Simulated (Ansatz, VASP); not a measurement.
## Si in VASP and in Ansatz

```
Si
1.0
     0.00000    2.72209    2.72209
     2.72209    0.00000    2.72209
     2.72209    2.72209    0.00000
Si
2
Direct
  0.75000 0.75000 0.75000
  0.50000 0.50000 0.50000
```

Alike in both runs: functional r2SCAN; k mesh 14 × 14 × 14; occupations gaussian, width 0.02 eV; no spin polarisation.

Ansatz relaxed the structure, and its values are those at the end. VASP's run is a single point on that final structure, the one shown.

|  | VASP | Ansatz |
| --- | --- | --- |
| version | VASP 6.6.1 | Ansatz 0.2.0 |
| potentials or method | VASP PAW PBE potentials, release 64 (Si) | scalar-relativistic, plane waves, PAW |
| plane-wave cutoff (eV) | 520 | 500 |
| valence electrons in the cell | 8 | 8 |

|  | VASP | Ansatz | Ansatz less VASP |
| --- | --- | --- | --- |
| gap on the k mesh at the Fermi level (eV) | 0.79 | 0.77 | -0.015 |
| least direct gap on the mesh (eV) | 2.76 | 2.74 | -0.016 |
| pressure (GPa) | -0.2 | 0.0 | +0.24 |

Caveats: the PAW data sets were made with another functional, which shifts forces and pressure a little (VASP). r2SCAN opens gaps a little over a GGA but as a rule still falls short of measured ones. A k mesh can miss the band edges.
